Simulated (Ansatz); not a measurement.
The system is LiCl.

```xyz
2
Lattice="0.0000 2.5648 2.5648 2.5648 0.0000 2.5648 2.5648 2.5648 0.0000" Properties=species:S:1:pos:R:3 pbc="T T T"
Cl    2.5648    2.5648    2.5648
Li    0.0000    0.0000    0.0000
```

Base run:

| Property | Result |
| --- | --- |
| Program | Ansatz 0.2.0 |
| Functional | RPBE |
| Potentials or basis | Ansatz PAW |
| Cutoff | 420 eV (not typed: the program's choice for these potentials) |
| k mesh | 9 × 9 × 9 |
| Occupations | fermi-dirac, width 0.05 eV |
| Spin | no spin polarisation |

Its results: band gap on the k mesh 6.58 eV, direct; pressure 2.4 GPa.

Q: After a change of settings the same cell gave: band gap on the k mesh 6.53 eV, direct; pressure 2.1 GPa. Which change was it?
A. functional from RPBE to HSEsol; k mesh from 9 × 9 × 9 to 5 × 5 × 5
B. functional from RPBE to LDA
C. functional from RPBE to PBEsol
D. functional from RPBE to revPBE

A: D.

Caveats: the PAW data sets come from PBE, with cores solved anew for the run's functional, which leaves a small shift of forces and pressure.

Runs at the PBE level aren't shown here.
